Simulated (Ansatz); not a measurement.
CsCl:
Space group Pm-3m (No. 221); a = 4.0687 Å, b = 4.0687 Å, c = 4.0687 Å, α = 90.00°, β = 90.00°, γ = 90.00°

```
atom  site  symmetry       x       y       z
----  ----  --------  ------  ------  ------
Cs      1a      m-3m  0.0000  0.0000  0.0000
Cl      1b      m-3m  0.5000  0.5000  0.5000
```

Relaxed with PBEsol. Independent-particle spectrum: no excitons, no local fields, no scissors shift; 0.1 eV broadening; ε₁ of the summed bands alone.

Problem. Tabulate the dielectric function from PBEsol in the plane-wave PAW code Ansatz.

Solution. 

| E (eV) | ε₁ xx | ε₂ xx |
|---|---|---|
| 0.0 | 3.21 | 0.00 |
| 0.5 | 3.22 | 0.00 |
| 1.0 | 3.24 | 0.00 |
| 1.5 | 3.28 | 0.00 |
| 2.0 | 3.33 | 0.00 |
| 2.5 | 3.40 | 0.00 |
| 3.0 | 3.50 | 0.00 |
| 3.5 | 3.63 | 0.00 |
| 4.0 | 3.81 | 0.00 |
| 4.5 | 4.07 | 0.00 |
| 5.0 | 4.52 | 0.00 |
| 5.5 | 5.17 | 0.51 |
| 6.0 | 5.95 | 0.98 |
| 6.5 | 6.45 | 3.18 |
| 7.0 | 5.31 | 4.62 |
| 7.5 | 1.54 | 4.71 |
| 8.0 | 2.50 | 2.45 |
| 8.5 | 4.11 | 4.23 |
| 9.0 | 1.06 | 5.99 |
| 9.5 | 0.00 | 2.39 |
| 10.0 | 0.84 | 1.73 |
| 10.5 | 1.69 | 1.18 |
| 11.0 | 2.95 | 1.23 |
| 11.5 | 3.74 | 2.68 |
| 12.0 | 1.73 | 4.91 |

Problem. From ε at 5.5 eV (xx: 5.17 + 0.51i), find n, k, the normal reflectivity and the absorption coefficient.

Solution. n = 2.28, k = 0.112, R = 15 %, α = 2kE/ħc = 62000 cm⁻¹.

With all bands, ε∞ without local fields is 3.27. DFPT, with local fields, gives 2.98.

Symmetry was held in the PBEsol relaxation; phonons on a q-mesh show no instability. Scalar-relativistic: spin–orbit coupling is off unless named, which matters more the heavier the elements.

Potentials: the later of the program's two PAW sets.
